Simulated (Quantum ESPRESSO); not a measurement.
# SnO2 (Cassiterite) (P4_2/mnm) in Quantum ESPRESSO: phonons with LDA

Aim: the phonons of SnO2 (Cassiterite) with LDA.

All numbers are computed with Quantum ESPRESSO 7.5; they aren't measurements. Logs are shortened: lines on timing, memory, paths and dates and some standing lists are left out, and cuts for length are marked.

**1. Starting point**

Symmetry: P4_2/mnm, No. 136, tetragonal system. The conventional cell has a = 4.738 Å, b = 4.738 Å, c = 3.187 Å, α = 90.00°, β = 90.00°, γ = 90.00°. Sn (site symmetry mmm) has 6 O at 2.05 to 2.06 Å as nearest neighbours. O (site symmetry m2m) is surrounded by 3 Sn at 2.05 to 2.06 Å.

**2. Phonons, LDA**

File pw.in:

```
&CONTROL
  calculation = 'scf'
  prefix = 'pwscf'
  outdir = './tmp'
  pseudo_dir = './pseudo'
  tprnfor = .true.
  tstress = .true.
  disk_io = 'low'
/
&SYSTEM
  ibrav = 0
  celldm(1) = 8
  nat = 6
  ntyp = 2
  ecutwfc = 52
  ecutrho = 312
  nbnd = 36
  occupations = 'smearing'
  smearing = 'fd'
  degauss = 0.00367493
/
&ELECTRONS
  conv_thr = 1.2d-09
  electron_maxstep = 120
  mixing_beta = 0.5
/
ATOMIC_SPECIES
Sn   118.7100 Sn.LDA_PW-JTH.UPF
O     15.9990 O.LDA_PW-JTH.UPF
CELL_PARAMETERS alat
  1.1191902973096   0.0000000000000   0.0000000000000
  0.0000000000000   1.1191902973096   0.0000000000000
  0.0000000000000   0.0000000000000   0.7527015370150
ATOMIC_POSITIONS crystal
Sn     0.5000000000    0.5000000000    0.5000000000
Sn     0.0000000000    0.0000000000    0.0000000000
O      0.8071000000    0.1929000000    0.5000000000
O      0.6929000000    0.6929000000    0.0000000000
O      0.1929000000    0.8071000000    0.5000000000
O      0.3071000000    0.3071000000    0.0000000000
K_POINTS automatic
4 4 4 1 1 1
```

File relax.in:

```
&CONTROL
  calculation = 'vc-relax'
  prefix = 'pwscf'
  outdir = './tmp'
  pseudo_dir = './pseudo'
  tprnfor = .true.
  tstress = .true.
  disk_io = 'low'
  nstep = 40
  forc_conv_thr = 0.0001
  etot_conv_thr = 1d-06
/
&SYSTEM
  ibrav = 0
  celldm(1) = 8
  nat = 6
  ntyp = 2
  ecutwfc = 52
  ecutrho = 312
  nbnd = 36
  occupations = 'smearing'
  smearing = 'fd'
  degauss = 0.00367493
/
&ELECTRONS
  conv_thr = 1.2d-09
  electron_maxstep = 120
  mixing_beta = 0.5
/
&IONS
  ion_dynamics = 'bfgs'
/
&CELL
  cell_dynamics = 'bfgs'
  press = 0
  press_conv_thr = 0.2
/
ATOMIC_SPECIES
Sn   118.7100 Sn.LDA_PW-JTH.UPF
O     15.9990 O.LDA_PW-JTH.UPF
CELL_PARAMETERS alat
  1.1191902973096   0.0000000000000   0.0000000000000
  0.0000000000000   1.1191902973096   0.0000000000000
  0.0000000000000   0.0000000000000   0.7527015370150
ATOMIC_POSITIONS crystal
Sn     0.5000000000    0.5000000000    0.5000000000
Sn     0.0000000000    0.0000000000    0.0000000000
O      0.8071000000    0.1929000000    0.5000000000
O      0.6929000000    0.6929000000    0.0000000000
O      0.1929000000    0.8071000000    0.5000000000
O      0.3071000000    0.3071000000    0.0000000000
K_POINTS automatic
4 4 4 1 1 1
```

File scf2.in:

```
&CONTROL
  calculation = 'scf'
  prefix = 'pwscf'
  outdir = './tmp'
  pseudo_dir = './pseudo'
  tprnfor = .true.
  tstress = .true.
  disk_io = 'low'
/
&SYSTEM
  ibrav = 0
  celldm(1) = 8
  nat = 6
  ntyp = 2
  ecutwfc = 52
  ecutrho = 312
  nbnd = 36
  occupations = 'fixed'
/
&ELECTRONS
  conv_thr = 1d-13
  electron_maxstep = 120
  mixing_beta = 0.5
  startingpot = 'file'
  startingwfc = 'file'
/
ATOMIC_SPECIES
Sn   118.7100 Sn.LDA_PW-JTH.UPF
O     15.9990 O.LDA_PW-JTH.UPF
CELL_PARAMETERS alat
  1.1123790894321   0.0000000000000   0.0000000000000
  0.0000000000000   1.1123790894321   0.0000000000000
  0.0000000000000   0.0000000000000   0.7521541574812
ATOMIC_POSITIONS crystal
Sn     0.5000000000    0.5000000000    0.5000000000
Sn     0.0000000000    0.0000000000    0.0000000000
O      0.8060511347    0.1939488653    0.5000000000
O      0.6939488653    0.6939488653    0.0000000000
O      0.1939488653    0.8060511347    0.5000000000
O      0.3060511347    0.3060511347    0.0000000000
K_POINTS automatic
4 4 4 1 1 1
```

File ph.in:

```
phonons of SnO2
&INPUTPH
  prefix = 'pwscf'
  outdir = './tmp'
  tr2_ph = 1d-18
  fildyn = 'dyn'
  niter_ph = 90
  alpha_mix(1) = 0.7
  epsil = .true.
/
0.0000000000 0.0000000000 0.0000000000
```

File dynmat.in:

```
&INPUT
  fildyn = 'dyn'
  asr = 'crystal'
  lperm = .true.
  filout = 'dynmat.disp'
  fileig = 'dynmat.eig'
/
```

File dynmat_lo.in:

```
&INPUT
  fildyn = 'dyn'
  asr = 'crystal'
  filout = 'dynmat_lo.disp'
  fileig = 'dynmat_lo.eig'
  q(1) = 0
  q(2) = 0
  q(3) = 1
/
```

Potentials or basis: JTH 2.0 LDA.

Started as:

```console
OMP_NUM_THREADS=1 pw.x -in pw.in > pw.out
OMP_NUM_THREADS=1 pw.x -in relax.in > relax.out
OMP_NUM_THREADS=1 pw.x -in scf2.in > scf2.out
OMP_NUM_THREADS=1 ph.x -in ph.in > ph.out
OMP_NUM_THREADS=1 dynmat.x -in dynmat.in > dynmat.out
OMP_NUM_THREADS=1 dynmat.x -in dynmat_lo.in > dynmat_lo.out
```

pw.out:

```text
This program is part of the open-source Quantum ESPRESSO suite
     for quantum simulation of materials; please cite
         "P. Giannozzi et al., J. Phys.:Condens. Matter 21 395502 (2009);
         "P. Giannozzi et al., J. Phys.:Condens. Matter 29 465901 (2017);
         "P. Giannozzi et al., J. Chem. Phys. 152 154105 (2020);
     in publications or presentations arising from this work. More details at

     file Sn.LDA_PW-JTH.UPF: wavefunction(s)  0S 5P 0P 4D 0D renormalized
     file O.LDA_PW-JTH.UPF: wavefunction(s)  0S 2P 0P renormalized
     Message from routine setup:
     using ibrav=0 with symmetry is DISCOURAGED, use correct ibrav instead

     G-vector sticks info
     --------------------
     sticks:   dense  smooth     PW     G-vecs:    dense   smooth      PW
     Sum        1993    1321    377                44921    24435    3831

     Using Slab Decomposition

     bravais-lattice index     =            0
     lattice parameter (alat)  =       8.0000  a.u.
     unit-cell volume          =     482.7259 (a.u.)^3
     number of atoms/cell      =            6
     number of atomic types    =            2
     number of electrons       =        52.00
     number of Kohn-Sham states=           36
     kinetic-energy cutoff     =      52.0000  Ry
     charge density cutoff     =     312.0000  Ry
     scf convergence threshold =      1.2E-09
     mixing beta               =       0.5000
     number of iterations used =            8  plain     mixing
     Exchange-correlation= SLA PW NOGX NOGC
                           (   1   4   0   0   0   0   0)

     celldm(1)=   8.000000  celldm(2)=   0.000000  celldm(3)=   0.000000
     celldm(4)=   0.000000  celldm(5)=   0.000000  celldm(6)=   0.000000

     crystal axes: (cart. coord. in units of alat)
               a(1) = (   1.119190   0.000000   0.000000 )
               a(2) = (   0.000000   1.119190   0.000000 )
               a(3) = (   0.000000   0.000000   0.752702 )

     reciprocal axes: (cart. coord. in units 2 pi/alat)
               b(1) = (  0.893503  0.000000  0.000000 )
               b(2) = (  0.000000  0.893503  0.000000 )
               b(3) = (  0.000000  0.000000  1.328548 )

     PseudoPot. # 1 for Sn read from file:
     Sn.LDA_PW-JTH.UPF
     Pseudo is Projector augmented-wave + core cor, Zval = 14.0
     Generated using ATOMPAW code
     Shape of augmentation charge: BESSEL
     Using radial grid of 1090 points,  6 beta functions with:
                l(1) =   0
                l(2) =   0
                l(3) =   1
                l(4) =   1
                l(5) =   2
                l(6) =   2
     Q(r) pseudized with 0 coefficients

     PseudoPot. # 2 for O  read from file:
     O.LDA_PW-JTH.UPF
     Pseudo is Projector augmented-wave + core cor, Zval =  6.0
     Generated using ATOMPAW code
     Shape of augmentation charge: SINC**2
     Using radial grid of  943 points,  4 beta functions with:
                l(1) =   0
                l(2) =   0
                l(3) =   1
                l(4) =   1
     Q(r) pseudized with 0 coefficients

     atomic species   valence    mass     pseudopotential
     Sn               14.00   118.71000     Sn( 1.00)
     O                 6.00    15.99900     O ( 1.00)

     16 Sym. Ops., with inversion, found ( 8 have fractional translation)

   Cartesian axes

     site n.     atom                  positions (alat units)
         1        Sn     tau(   1) = (   0.5595951   0.5595951   0.3763508  )
         2        Sn     tau(   2) = (   0.0000000   0.0000000   0.0000000  )
         3        O      tau(   3) = (   0.9032985   0.2158918   0.3763508  )
         4        O      tau(   4) = (   0.7754870   0.7754870   0.0000000  )
         5        O      tau(   5) = (   0.2158918   0.9032985   0.3763508  )
         6        O      tau(   6) = (   0.3437033   0.3437033   0.0000000  )

     number of k points=     6  Fermi-Dirac smearing, width (Ry)=  0.0037
                       cart. coord. in units 2pi/alat
        k(    1) = (   0.1116879   0.1116879   0.1660685), wk =   0.2500000
        k(    2) = (   0.1116879   0.1116879   0.4982054), wk =   0.2500000
        k(    3) = (   0.1116879   0.3350637   0.1660685), wk =   0.5000000
        k(    4) = (   0.1116879   0.3350637   0.4982054), wk =   0.5000000
        k(    5) = (   0.3350637   0.3350637   0.1660685), wk =   0.2500000
        k(    6) = (   0.3350637   0.3350637   0.4982054), wk =   0.2500000

     Dense  grid:    44921 G-vectors     FFT dimensions: (  54,  54,  36)

     Smooth grid:    24435 G-vectors     FFT dimensions: (  48,  48,  30)

     Check: negative core charge=   -0.000001

     Initial potential from superposition of free atoms

     starting charge      51.9978, renormalised to      52.0000
     Starting wfcs are   68 randomized atomic wfcs

     Self-consistent Calculation

     iteration #  1     ecut=    52.00 Ry     beta= 0.50
     Davidson diagonalization with overlap
     ethr =  1.00E-02,  avg # of iterations =  6.7

     total energy              =   -1025.31428034 Ry
     estimated scf accuracy    <       1.47011567 Ry

     iteration #  2     ecut=    52.00 Ry     beta= 0.50
     Davidson diagonalization with overlap
     ethr =  2.83E-03,  avg # of iterations =  2.0

     total energy              =   -1025.76250316 Ry
     estimated scf accuracy    <       0.33829145 Ry

     iteration #  3     ecut=    52.00 Ry     beta= 0.50
     Davidson diagonalization with overlap
     ethr =  6.51E-04,  avg # of iterations =  2.0

     total energy              =   -1025.82070648 Ry
     estimated scf accuracy    <       0.01158257 Ry

     iteration #  4     ecut=    52.00 Ry     beta= 0.50
     Davidson diagonalization with overlap
     ethr =  2.23E-05,  avg # of iterations =  9.2

     total energy              =   -1025.82173054 Ry
     estimated scf accuracy    <       0.00086328 Ry

     iteration #  5     ecut=    52.00 Ry     beta= 0.50
     Davidson diagonalization with overlap
     ethr =  1.66E-06,  avg # of iterations =  4.8

     total energy              =   -1025.82188799 Ry
     estimated scf accuracy    <       0.00001058 Ry

     iteration #  6     ecut=    52.00 Ry     beta= 0.50
     Davidson diagonalization with overlap
     ethr =  2.03E-08,  avg # of iterations =  3.5

     total energy              =   -1025.82189178 Ry
     estimated scf accuracy    <       0.00000179 Ry

     iteration #  7     ecut=    52.00 Ry     beta= 0.50
     Davidson diagonalization with overlap
     ethr =  3.44E-09,  avg # of iterations =  2.0

     total energy              =   -1025.82189194 Ry
     estimated scf accuracy    <       0.00000016 Ry

     iteration #  8     ecut=    52.00 Ry     beta= 0.50
     Davidson diagonalization with overlap
     ethr =  3.06E-10,  avg # of iterations =  2.7

     total energy              =   -1025.82189199 Ry
     estimated scf accuracy    <       0.00000007 Ry

     iteration #  9     ecut=    52.00 Ry     beta= 0.50
     Davidson diagonalization with overlap
     ethr =  1.33E-10,  avg # of iterations =  2.0

     End of self-consistent calculation

          k = 0.1117 0.1117 0.1661 (  3057 PWs)   bands (ev):

   -12.0843 -11.4491 -11.2929 -11.2899 -11.1297 -11.0589 -10.9970 -10.9241
   -10.9081 -10.9072  -9.7961  -7.8762  -7.8191  -6.3654   0.7441   4.0313
     4.7754   5.0001   5.4274   5.8302   6.7996   6.9598   7.1746   7.7573
     8.0035   8.5605  11.3499  14.8061  15.6484  15.7345  18.1829  20.1064
    20.3632  20.5648  20.9821  21.0035

          k = 0.1117 0.1117 0.4982 (  3061 PWs)   bands (ev):

   -11.9734 -11.8519 -11.5771 -11.2013 -10.9978 -10.9921 -10.9583 -10.9486
   -10.9293 -10.9252  -9.0024  -7.6396  -6.7157  -6.4909   0.8691   2.4355
     3.8135   4.6239   4.6762   5.4081   5.8089   6.7238   6.8460   7.7059
     7.7163   7.7784  13.9279  15.3485  17.1871  18.2186  18.4141  19.3521
    19.7194  20.3981  21.0510  21.4625

          k = 0.1117 0.3351 0.1661 (  3049 PWs)   bands (ev):

   -11.9393 -11.6858 -11.2942 -11.2923 -11.1089 -11.0746 -10.9733 -10.9430
   -10.9108 -10.9075  -9.3507  -8.5806  -7.2980  -6.6570   1.5788   2.9439
     4.4555   4.8694   5.8370   6.3220   6.5038   7.1497   7.2288   7.4679
     7.9974   8.2422  12.6805  14.0867  16.0641  16.1712  18.6357  19.3840
    20.5764  20.8332  20.9639  21.6147

          k = 0.1117 0.3351 0.4982 (  3062 PWs)   bands (ev):

   -12.0464 -11.9715 -11.3611 -11.1647 -11.0080 -10.9982 -10.9477 -10.9362
   -10.9314 -10.9244  -8.7664  -8.1968  -6.5490  -6.3696   1.3081   1.9883
     3.3379   3.9122   4.5490   4.8691   6.9364   7.1505   7.4322   7.6722
     7.8226   8.0226  14.2496  14.9190  16.8747  17.5531  18.6747  19.1591
    20.1896  20.7558  20.9922  21.1708

          k = 0.3351 0.3351 0.1661 (  3044 PWs)   bands (ev):

   -11.9050 -11.8027 -11.2971 -11.2957 -11.1148 -11.0970 -10.9609 -10.9479
   -10.9101 -10.9077  -8.8259  -8.0912  -7.9079  -7.2025   2.2907   2.9031
     4.8376   4.8866   5.6190   6.0859   6.1157   6.6133   7.4276   7.6903
     7.9132   8.1148  13.2521  13.8075  16.3956  16.4483  18.8021  19.5413
    20.1221  20.9001  20.9010  20.9795

          k = 0.3351 0.3351 0.4982 (  3073 PWs)   bands (ev):

   -11.9763 -11.8617 -11.5223 -11.3397 -10.9992 -10.9933 -10.9418 -10.9392
   -10.9364 -10.9318  -8.3707  -8.0222  -6.7830  -6.5660   0.9900   1.2253
     4.0928   4.1017   4.5797   5.8927   6.1598   7.3460   7.6031   7.7117
     7.8868   7.9860  13.7396  13.9604  17.2487  17.7564  18.8174  19.3059
    19.6811  20.1737  21.2508  21.5562

     the Fermi energy is    10.1869 ev

!    total energy              =   -1025.82189200 Ry
     total all-electron energy =     -1025.821892 Ry
     estimated scf accuracy    <          3.6E-10 Ry
     smearing contrib. (-TS)   =      -0.00000000 Ry
     internal energy E=F+TS    =   -1025.82189200 Ry

     The total energy is F=E-TS. E is the sum of the following terms:
     one-electron contribution =    -118.82781467 Ry
     hartree contribution      =     127.86121296 Ry
     xc contribution           =     -84.54892849 Ry
     ewald contribution        =    -307.43393528 Ry
     one-center paw contrib.   =    -642.87242651 Ry

     convergence has been achieved in   9 iterations

     Forces acting on atoms (cartesian axes, Ry/au):

     atom    1 type  1   force =     0.00000000    0.00000000   -0.00000000
     atom    2 type  1   force =     0.00000000    0.00000000    0.00000000
     atom    3 type  2   force =    -0.00360454    0.00360454   -0.00000000
     atom    4 type  2   force =     0.00360454    0.00360454   -0.00000000
     atom    5 type  2   force =     0.00360454   -0.00360454   -0.00000000
     atom    6 type  2   force =    -0.00360454   -0.00360454   -0.00000000

     Total force =     0.010195     Total SCF correction =     0.000014

     Computing stress (Cartesian axis) and pressure

          total   stress  (Ry/bohr**3)                   (kbar)     P=      -22.91
  -0.00017266   0.00000000   0.00000000          -25.40        0.00        0.00
   0.00000000  -0.00017266   0.00000000            0.00      -25.40        0.00
   0.00000000   0.00000000  -0.00012189            0.00        0.00      -17.93

=------------------------------------------------------------------------------=
   JOB DONE.
=------------------------------------------------------------------------------=
```

Run time: 27 min. Hardware: 1 thread of Intel Xeon at 2.50GHz (Skylake/Cascade Lake), shared host; peak memory 0.23 GiB.

What came out:

| Quantity | Value |
| --- | --- |
| Free energy | -13957.0218 eV |
| Relaxed volume | 11.77 Å³/atom |
| Relaxed cell | a = 4.709 Å, b = 4.709 Å, c = 3.184 Å, α = 90.00°, β = 90.00°, γ = 90.00° |
| Space group after relaxing (to 0.05 Å) | P4_2/mnm (No. 136) |
| Pressure after relaxing | 0.0 GPa |
| Electronic dielectric tensor (diagonal) | 4.25, 4.25, 4.48 |
| Born charges (mean of the diagonal) | Sn +4.22; O -2.08 e |
| Highest phonon frequency at Γ, LO-TO splitting left out | 758 cm⁻¹ |
| Static dielectric tensor (diagonal) | 12.74, 12.74, 9.58 |

The path:
| step | energy change (eV) | largest force (eV/Å) | pressure (GPa) | volume (Å³) |
| --- | --- | --- | --- | --- |
| 1 | 0.0000 | 0.1311 | -2.29 | 71.53 |
| 2 | -0.0076 | 0.1109 | 0.04 | 70.70 |
| 3 | -0.0089 | 0.0404 | 0.15 | 70.60 |
| 4 | -0.0092 | 0.0032 | 0.01 | 70.61 |
| 5 | -0.0092 | 0.0026 | 0.00 | 70.61 |
| 6 | -0.0092 | 0.0004 | -0.01 | 70.61 |

Final structure:
```
CELL_PARAMETERS angstrom
4.70917 0.00000 0.00000
0.00000 4.70917 0.00000
0.00000 0.00000 3.18418
ATOMIC_POSITIONS crystal
Sn 0.50000 0.50000 0.50000
Sn 0.00000 0.00000 0.00000
O 0.80605 0.19395 0.50000
O 0.69395 0.69395 0.00000
O 0.19395 0.80605 0.50000
O 0.30605 0.30605 0.00000
```

Phonon frequencies in cm⁻¹ (negative: imaginary):
```tsv
q point	frequencies
(0.000, 0.000, 0.000)	1 1 1 103 147 225 225 282 282 351 462 467 467 562 601 601 628 758
```

Electronic dielectric tensor:
```
4.25 0.00 0.00
0.00 4.25 0.00
0.00 0.00 4.48
```

Born effective charge tensors (e):
atom 1, Sn
```
 4.09 -0.42  0.00
-0.42  4.09  0.00
 0.00  0.00  4.48
```
atom 2, Sn
```
4.09 0.42 0.00
0.42 4.09 0.00
0.00 0.00 4.48
```
atom 3, O
```
-2.04  0.69  0.00
 0.69 -2.04  0.00
 0.00  0.00 -2.18
```
atom 4, O
```
-2.04 -0.69  0.00
-0.69 -2.04  0.00
 0.00  0.00 -2.18
```
atom 5, O
```
-2.04  0.69  0.00
 0.69 -2.04  0.00
 0.00  0.00 -2.18
```
atom 6, O
```
-2.04 -0.69  0.00
-0.69 -2.04  0.00
 0.00  0.00 -2.18
```

Optical modes at Γ, degenerate ones joined, polar ones without the macroscopic field:
```csv
cm⁻¹,components,symmetry,active in,"IR intensity, summed ((D/Å)²/amu)"
103,1,B1g,Raman,0.00
147,1,B1u,silent,0.00
225,2,Eu,IR,19.61
282,2,Eu,IR,4.66
351,1,A2g,silent,0.00
462,1,A2u,IR,36.07
467,2,Eg,Raman,0.00
562,1,B1u,silent,0.00
601,2,Eu,IR,42.32
628,1,A1g,Raman,0.00
758,1,B2g,Raman,0.00
```

Zone-centre frequencies without and with the macroscopic field along z (cm⁻¹):
```tsv
	optical modes in rising order
without	103 147 225 225 282 282 351 462 467 467 562 601 601 628 758
with the field	103 147 225 225 282 282 351 467 467 562 601 601 628 676 758
```

Static dielectric tensor, electrons and zone-centre modes:
```
12.74  0.00  0.00
 0.00 12.74  0.00
 0.00  0.00  9.58
```

Caveat: the mesh is thin for the dielectric tensor, Born charges and intensities, which usually come out too large; the Born charges break their sum rule by 0.10 e, a sign of too thin a mesh.
